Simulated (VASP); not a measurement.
# TiAl (Pm-3m) in VASP: further runs

One crystal, TiAl, is run at these levels: PBE; tasks: single point.

Everything below comes from runs of VASP 6.6.1. Logs are shortened: lines on timing, memory, paths and dates and some standing lists are left out, and cuts for length are marked.

## 1. Starting point

Symmetry: Pm-3m, No. 221, cubic system. The conventional cell has a = 3.179 Å, b = 3.179 Å, c = 3.179 Å, α = 90.00°, β = 90.00°, γ = 90.00°. Ti (site symmetry m-3m) has 8 Al at 2.75 Å as nearest neighbours. Around Al (site symmetry m-3m) lie 8 Ti at 2.75 Å.

The cell comes from a database or a generator and needn't be the stable form of this composition.

## 2. Single point, PBE

INCAR reads:

```
SYSTEM = TiAl
  ADDGRID = .FALSE.
  ALGO = Normal
  EDIFF = 1E-6
  ENCUT = 650
  GGA = PE
  ISIF = 2
  ISMEAR = -1
  LASPH = .TRUE.
  LCHARG = .FALSE.
  LREAL = .FALSE.
  LWAVE = .FALSE.
  NELM = 100
  PREC = Accurate
  SIGMA = 0.1
```

KPOINTS reads:

```
k-points
0
G
  7 7 7
  0 0 0
```

POSCAR reads:

```
TiAl
1.0
    3.1790640000      0.0000000000      0.0000000000
    0.0000000000      3.1790640000      0.0000000000
    0.0000000000      0.0000000000      3.1790640000
Ti Al
1 1
Direct
    0.0000000000      0.0000000000      0.0000000000
    0.5000000000      0.5000000000      0.5000000000
```

Potentials or basis: VASP PAW PBE potentials, release 64 (Ti_sv, Al).

Started as:

```
$ cat potpaw_PBE.64/Ti_sv/POTCAR potpaw_PBE.64/Al/POTCAR > POTCAR
$ mpirun -np 1 vasp_std > vasp.out
```

OUTCAR:

```text
SYSTEM = TiAl
   EDIFF = 1E-6
   ENCUT = 650
   GGA = PE
   ISIF = 2
   ISMEAR = -1
   LASPH = .TRUE.
   LREAL = .FALSE.
   NELM = 100
   PREC = Accurate

 Found     20 irreducible k-points:

 Following reciprocal coordinates:
            Coordinates               Weight
  0.000000  0.000000  0.000000      1.000000
  0.142857  0.000000  0.000000      6.000000
  0.285714  0.000000  0.000000      6.000000
  0.428571  0.000000  0.000000      6.000000
  0.142857  0.142857  0.000000     12.000000
  0.285714  0.142857  0.000000     24.000000
   k-points           NKPTS =     20   k-points in BZ     NKDIM =     20   number of bands    NBANDS=     11
   number of dos      NEDOS =    301   number of ions     NIONS =      2
   total plane-waves  NPLWV =  21952
   dimension x,y,z NGX =    28 NGY =   28 NGZ =   28
   dimension x,y,z NGXF=    56 NGYF=   56 NGZF=   56
   ions per type =               1   1
   NGX,Y,Z   is equivalent  to a cutoff of  14.64, 14.64, 14.64 a.u.
   NGXF,Y,Z  is equivalent  to a cutoff of  29.28, 29.28, 29.28 a.u.
 SYSTEM =  TiAl
   PREC   = accura    normal or accurate (medium, high low for compatibility)
   ISTART =      0    job   : 0-new  1-cont  2-samecut
   ICHARG =      2    charge: 1-file 2-atom 10-const
   ISPIN  =      1    spin polarized calculation?
   LNONCOLLINEAR =      F non collinear calculations
   LSORBIT =      F    spin-orbit coupling
   LASPH  =      T    aspherical Exc in radial PAW
   ENCUT  =  650.0 eV  47.77 Ry    6.91 a.u.   6.61  6.61  6.61*2*pi/ulx,y,z
   NELM   =    100;   NELMIN=  2; NELMDL= -5     # of ELM steps
   EDIFF  = 0.1E-05   stopping-criterion for ELM
   LREAL  =      F    real-space projection
   EDIFFG = 0.1E-04   stopping-criterion for IOM
   NSW    =      0    number of steps for IOM
   IBRION =     -1    ionic relax: 0-MD 1-quasi-New 2-CG
   NFREE  =      0    steps in history (QN), initial steepest desc. (CG)
   ISIF   =      2    stress and relaxation
   ISYM   =      2    0-nonsym 1-usesym 2-fastsym
   POTIM  = 0.5000    time-step for ionic-motion
   TEBEG  =    0.0;   TEEND  =   0.0 temperature during run
   PSTRESS=    0.0 pullay stress
   NELECT =      15.0000    total number of electrons
   NUPDOWN=      -1.0000    fix difference up-down
   EMIN   =  10.00;   EMAX   =-10.00  energy-range for DOS
   EFERMI =   0.00;   METHOD = LEGACY
   ISMEAR =    -1;   SIGMA  =   0.10  broadening in eV -4-tet -1-fermi 0-gaus
   EFERMI_NEDOS =   21; number of points for ismear=-14 and -15
   IALGO  =     38    algorithm
   IMIX   =      4    mixing-type and parameters
     AMIX     =   0.40;   BMIX     =  1.00
     AMIX_MAG =   1.60;   BMIX_MAG =  1.00
  volume/ion in A,a.u.               =      16.06       108.41
  Fermi-wavevector in a.u.,A,eV,Ry     =   1.270007  2.399964 21.945065  1.612917
  Thomas-Fermi vector in A             =   2.403017
   LORBIT       =      0    0 simple, 1 ext, 2 COOP (PROOUT), +10 PAW based schemes
   GGA     = PE    functional components
   LHFCALC =     F    Hartree Fock is set to
   AEXX    =    0.0000 exact exchange contribution
   IVDW    =     0    specifies the selected vdW correction
   LEPSILON=     F    determine dielectric tensor
   LRPA    =     F    only Hartree local field effects (RPA)
 non-spin polarized calculation
  energy-cutoff  :      650.00
  volume of cell :       32.13
 maximum number of plane-waves:      1231
 NGX is ok and might be reduce to    28
   NGX = 13   NGY = 13   NGZ = 13

 number of electron      15.0000003 magnetization

 Free energy of the ion-electron system (eV)
  ---------------------------------------------------
  ext. energy  EPLUGINS =         0.00000000
  ---------------------------------------------------
  free energy    TOTEN  =       -12.14855208 eV

  energy without entropy =      -12.08062647  energy(sigma->0) =      -12.11458927

 E-fermi :   8.8008     XC(G=0): -11.0859

 val. band max:        8.7921173252   @ k =   0.2857   0.2857   0.0000
 cond. band min:       8.9397683804   @ k =   0.2857   0.2857   0.1429
 fundamental gap:      0.1476510552
 Fermi energy:         8.8007518213

 k-point     1 :       0.0000    0.0000    0.0000
  band No.  band energies     occupation
      1     -48.1099      2.00000
      2     -24.3130      2.00000
      3     -24.3130      2.00000
      4     -24.3130      2.00000
      5      -0.4989      2.00000
      6       7.3405      2.00000
      7       7.3405      2.00000
      8      10.5877      0.00000
      9      10.5877      0.00000
     10      10.5877      0.00000
     11      13.1907      0.00000

 k-point     2 :       0.1429    0.0000    0.0000
  band No.  band energies     occupation
      1     -48.1072      2.00000
      2     -24.3455      2.00000
      3     -24.3102      2.00000
      4     -24.3102      2.00000
      5      -0.1754      2.00000
      6       7.1269      2.00000
      7       7.4832      2.00000
      8      10.1150      0.00000
      9      10.1150      0.00000
     10      10.6250      0.00000
     11      12.1667      0.00000

 k-point     3 :       0.2857    0.0000    0.0000
  band No.  band energies     occupation
      1     -48.1009      2.00000
      2     -24.4179      2.00000
      3     -24.3038      2.00000
      4     -24.3038      2.00000
      5       0.7588      2.00000
      6       6.0224      2.00000
      7       7.8404      1.99987
      8       9.4092      0.00454
      9       9.4092      0.00454
     10      10.7104      0.00000
     11      11.4779      0.00000

 k-point     4 :       0.4286    0.0000    0.0000
  band No.  band energies     occupation
      1     -48.0959      2.00000
      2     -24.4754      2.00000
      3     -24.2987      2.00000
      4     -24.2987      2.00000
      5       2.1751      2.00000
      6       4.2105      2.00000
      7       8.1764      1.99612
      8       8.9893      0.26353
      9       8.9893      0.26353
     10      10.7807      0.00000
     11      11.6981      0.00000

 k-point     5 :       0.1429    0.1429    0.0000
  band No.  band energies     occupation
      1     -48.1044      2.00000
      2     -24.3439      2.00000
      3     -24.3407      2.00000
      4     -24.3073      2.00000
      5       0.1394      2.00000
      6       7.2044      2.00000
      7       7.3843      2.00000
      8       9.5858      0.00078
      9      10.0240      0.00001
     10      10.3703      0.00000
     11      12.5139      0.00000

 k-point     6 :       0.2857    0.1429    0.0000
  band No.  band energies     occupation
      1     -48.0982      2.00000
      2     -24.4140      2.00000
      3     -24.3351      2.00000
      4     -24.3010      2.00000
      5       1.0454      2.00000
      6       6.2131      2.00000
      7       7.6931      1.99997
      8       9.0422      0.16415
      9       9.4757      0.00234
     10      10.3873      0.00000
     11      11.7176      0.00000

 [... further k-points ...]

------------------------ aborting loop because EDIFF is reached ----------------------------------------

  FORCE on cell =-STRESS in cart. coord.  units (eV):
  Direction    XX          YY          ZZ          XY          YZ          ZX
  --------------------------------------------------------------------------------------
  -------------------------------------------------------------------------------------
  Total        0.1736542      0.1736542      0.1736542     -0.0000000     -0.0000000      0.0000000
  in kB        8.6596061      8.6596061      8.6596061     -0.0000000     -0.0000000      0.0000000
  external PRESSURE =       8.6596061 kB  Pullay stress =       0.0000000 kB

 VOLUME and BASIS-vectors are now :
 -----------------------------------------------------------------------------
  energy-cutoff  :      650.00
  volume of cell :       32.13
      direct lattice vectors                 reciprocal lattice vectors
     3.179064000  0.000000000  0.000000000     0.314557996  0.000000000  0.000000000
     0.000000000  3.179064000  0.000000000     0.000000000  0.314557996  0.000000000
     0.000000000  0.000000000  3.179064000     0.000000000  0.000000000  0.314557996

 POSITION                                       TOTAL-FORCE (eV/Angst)
 -----------------------------------------------------------------------------------
      0.00000      0.00000      0.00000         0.000000      0.000000      0.000000
      1.58953      1.58953      1.58953         0.000000      0.000000      0.000000
 -----------------------------------------------------------------------------------
    total drift:                               -0.000000     -0.000000     -0.000000

  FREE ENERGIE OF THE ION-ELECTRON SYSTEM (eV)
  ---------------------------------------------------
  free  energy   TOTEN  =       -12.1485520800 eV

  energy  without entropy=      -12.0806264694  energy(sigma->0) =      -12.11458927
```

It took 4.8 s on 1 thread of Intel Xeon 6975P-C (Granite Rapids), shared host; peak memory 0.16 GiB.

These settings aren't checked as converged: the numbers below hold their error.

What came out:

```
Free energy            : -12.1486 eV
Pressure               : 0.9 GPa
Band gap on the k mesh : none (metal or under the smearing width)
```

## 3. Single point, PBE

INCAR: that of step 2 with these lines changed.

```diff
@@ -4,3 +4,3 @@
   EDIFF = 1E-6
-  ENCUT = 650
+  ENCUT = 400
   GGA = PE
```

KPOINTS reads:

```
k-points
0
G
  9 9 9
  0 0 0
```

POSCAR is that of step 2.

Potentials or basis: VASP PAW PBE potentials, release 64 (Ti_sv, Al).

Started as:

```
$ cat potpaw_PBE.64/Ti_sv/POTCAR potpaw_PBE.64/Al/POTCAR > POTCAR
$ mpirun -np 1 vasp_std > vasp.out
```

OUTCAR:

```text
SYSTEM = TiAl
   EDIFF = 1E-6
   ENCUT = 400
   GGA = PE
   ISIF = 2
   ISMEAR = -1
   LASPH = .TRUE.
   LREAL = .FALSE.
   NELM = 100
   PREC = Accurate

 Found     35 irreducible k-points:

 Following reciprocal coordinates:
            Coordinates               Weight
  0.000000  0.000000  0.000000      1.000000
  0.111111  0.000000  0.000000      6.000000
  0.222222  0.000000  0.000000      6.000000
  0.333333  0.000000  0.000000      6.000000
  0.444444  0.000000  0.000000      6.000000
  0.111111  0.111111  0.000000     12.000000
   k-points           NKPTS =     35   k-points in BZ     NKDIM =     35   number of bands    NBANDS=     11
   number of dos      NEDOS =    301   number of ions     NIONS =      2
   total plane-waves  NPLWV =  13824
   dimension x,y,z NGX =    24 NGY =   24 NGZ =   24
   dimension x,y,z NGXF=    48 NGYF=   48 NGZF=   48
   ions per type =               1   1
   NGX,Y,Z   is equivalent  to a cutoff of  12.55, 12.55, 12.55 a.u.
   NGXF,Y,Z  is equivalent  to a cutoff of  25.10, 25.10, 25.10 a.u.
 SYSTEM =  TiAl
   PREC   = accura    normal or accurate (medium, high low for compatibility)
   ISTART =      0    job   : 0-new  1-cont  2-samecut
   ICHARG =      2    charge: 1-file 2-atom 10-const
   ISPIN  =      1    spin polarized calculation?
   LNONCOLLINEAR =      F non collinear calculations
   LSORBIT =      F    spin-orbit coupling
   LASPH  =      T    aspherical Exc in radial PAW
[... 68 lines left out ...]
      9      10.5831      0.00000
     10      10.5831      0.00000
     11      13.1916      0.00000
[... 57 lines left out ...]
 k-point     6 :       0.1111    0.1111    0.0000
  band No.  band energies     occupation
      1     -48.1073      2.00000
      2     -24.3400      2.00000
      3     -24.3378      2.00000
      4     -24.3170      2.00000
      5      -0.0990      2.00000
      6       7.2538      2.00000
      7       7.3920      2.00000
      8       9.9157      0.00002
      9      10.1834      0.00000
     10      10.4476      0.00000
     11      12.7243      0.00000

 [... further k-points ...]

------------------------ aborting loop because EDIFF is reached ----------------------------------------

  FORCE on cell =-STRESS in cart. coord.  units (eV):
  Direction    XX          YY          ZZ          XY          YZ          ZX
  --------------------------------------------------------------------------------------
  -------------------------------------------------------------------------------------
  Total        0.1260446      0.1260446      0.1260446      0.0000000      0.0000000      0.0000000
  in kB        6.2854597      6.2854597      6.2854597      0.0000000      0.0000000      0.0000000
  external PRESSURE =       6.2854597 kB  Pullay stress =       0.0000000 kB

 VOLUME and BASIS-vectors are now :
 -----------------------------------------------------------------------------
  energy-cutoff  :      400.00
  volume of cell :       32.13
      direct lattice vectors                 reciprocal lattice vectors
     3.179064000  0.000000000  0.000000000     0.314557996  0.000000000  0.000000000
     0.000000000  3.179064000  0.000000000     0.000000000  0.314557996  0.000000000
     0.000000000  0.000000000  3.179064000     0.000000000  0.000000000  0.314557996

 POSITION                                       TOTAL-FORCE (eV/Angst)
 -----------------------------------------------------------------------------------
      0.00000      0.00000      0.00000         0.000000      0.000000      0.000000
      1.58953      1.58953      1.58953         0.000000      0.000000      0.000000
 -----------------------------------------------------------------------------------
    total drift:                                0.000000      0.000000      0.000000

  FREE ENERGIE OF THE ION-ELECTRON SYSTEM (eV)
  ---------------------------------------------------
  free  energy   TOTEN  =       -12.1424186089 eV

  energy  without entropy=      -12.0659433765  energy(sigma->0) =      -12.10418099
```

Run time: 3.6 s. Hardware: 1 thread of Intel Xeon 6975P-C (Granite Rapids), shared host; peak memory 0.13 GiB.

The run converged, but some of its settings lie outside the range that counts as converged, so its numbers aren't taken as properties of the crystal.

Results:

| Quantity | Value |
| --- | --- |
| Free energy | -12.1424 eV |
| Pressure | 0.6 GPa |
| Band gap on the k mesh | none (metal or under the smearing width) |

## 4. Single point, PBE

INCAR: that of step 3 with these lines changed.

```diff
@@ -4,3 +4,3 @@
   EDIFF = 1E-6
-  ENCUT = 400
+  ENCUT = 460
   GGA = PE
```

KPOINTS is that of step 3.

POSCAR is that of step 3.

Started as:

```
$ cat potpaw_PBE.64/Ti_sv/POTCAR potpaw_PBE.64/Al/POTCAR > POTCAR
$ mpirun -np 1 vasp_std > vasp.out
```

Run time: 3.8 s. Hardware: 1 thread of Intel Xeon 6975P-C (Granite Rapids), shared host; peak memory 0.13 GiB.

These settings aren't checked as converged: the numbers below hold their error.

Results:

- Free energy: -12.1476 eV
- Pressure: 0.9 GPa
- Band gap on the k mesh: none (metal or under the smearing width)

## 5. Single point, PBE

INCAR: that of step 4 with these lines changed.

```diff
@@ -4,3 +4,3 @@
   EDIFF = 1E-6
-  ENCUT = 460
+  ENCUT = 400
   GGA = PE
```

KPOINTS reads:

```
k-points
0
G
  10 10 10
  0 0 0
```

POSCAR is that of step 4.

Started as:

```
$ cat potpaw_PBE.64/Ti_sv/POTCAR potpaw_PBE.64/Al/POTCAR > POTCAR
$ mpirun -np 1 vasp_std > vasp.out
```

It took 4.4 s on 1 thread of Intel Xeon 6975P-C (Granite Rapids), shared host; peak memory 0.14 GiB.

These settings aren't checked as converged: the numbers below hold their error.

Results:

* Free energy: -12.1427 eV
* Pressure: 0.5 GPa
* Band gap on the k mesh: none (metal or under the smearing width)

## 6. For comparison

An earlier run on the cell as given: functional PBEsol; potentials or basis VASP PAW PBE potentials, release 64 (Ti_sv, Al); cutoff 520 eV; k mesh 8 × 8 × 8; occupations fermi-dirac, width 0.05 eV; no spin polarisation.

- Pressure: -2.3 GPa
- Band gap on the k mesh: none (metal or under the smearing width)
